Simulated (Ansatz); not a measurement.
Runs of Ansatz 0.2.0 on CoO. The structure is cubic, space group Fm-3m (No. 225). Conventional cell: a = 4.263 Å, b = 4.263 Å, c = 4.263 Å, α = 90.00°, β = 90.00°, γ = 90.00°. Around Co (site symmetry m-3m) lie 6 O at 2.13 Å. O (site symmetry m-3m) is surrounded by 6 Co at 2.13 Å. 

| task | level | cell | cutoff (eV) | smearing | pressure (GPa) | moment (μB) |
| --- | --- | --- | --- | --- | --- | --- |
| band structure | PBE | as given | 360 | fermi-dirac 0.05 eV | -1.9 | 2.93 |
| band structure | LDA | as given | 359 | fermi-dirac 0.05 eV | -19.3 | (b) |
| single point | PBE | the cell as VASP's run set it | 360 | gaussian 0.02 eV | -1.7 | 2.98 |
| band structure | PBEsol | as given | 360 | fermi-dirac 0.05 eV | (c) | (a) |

Alike in all rows: potentials or basis all-electron LAPW, scalar-relativistic; spin collinear, ferromagnetic start; k mesh 11 × 11 × 11; basis error allowed 0.001 eV/atom.

Q: Fill in the values left out.

A: (a) 2.96; (b) 2.88; (c) -10.8.

Caveats: a cell with one magnetic atom can't hold antiferromagnetic order, which such compounds often take.
